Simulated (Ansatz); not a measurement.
Steps from a short run of molecular dynamics on a 1×1×1 supercell (4 atoms) of CSi (ordering on diamond), relaxed with r2SCAN; forces from r2SCAN in the PAW code Ansatz, 6×6×6 mesh, Fermi-Dirac smearing of 0.086 eV, Langevin thermostat and barostat (NPT), set at 1000 K. Spin polarisation is off, nuclei are classical, and the run is far too short for thermal averages. The structure comes from a prototype and may be hypothetical.

Q: At 39 fs the positions in Å are
```
cell (Å): 1.275 0.736 7.224; -1.275 0.736 7.224; 0.000 -1.472 7.224
C    0.098  -0.225   3.898
Si  -0.054   0.304  15.896
C    0.077  -0.223  17.946
Si   0.185  -0.201   5.948
```
What are the forces, and how far does the free energy (smearing included) lie above that of step 0, with the atoms on their sites?

A: 78.5 meV an atom; forces in eV/Å:
```
cell (Å), as above: 1.275 0.736 7.224; -1.275 0.736 7.224; 0.000 -1.472 7.224
C   -0.514   0.393   0.279
Si   0.076  -0.992  -0.442
C    0.491   0.676  -0.165
Si  -0.052  -0.077   0.328
```
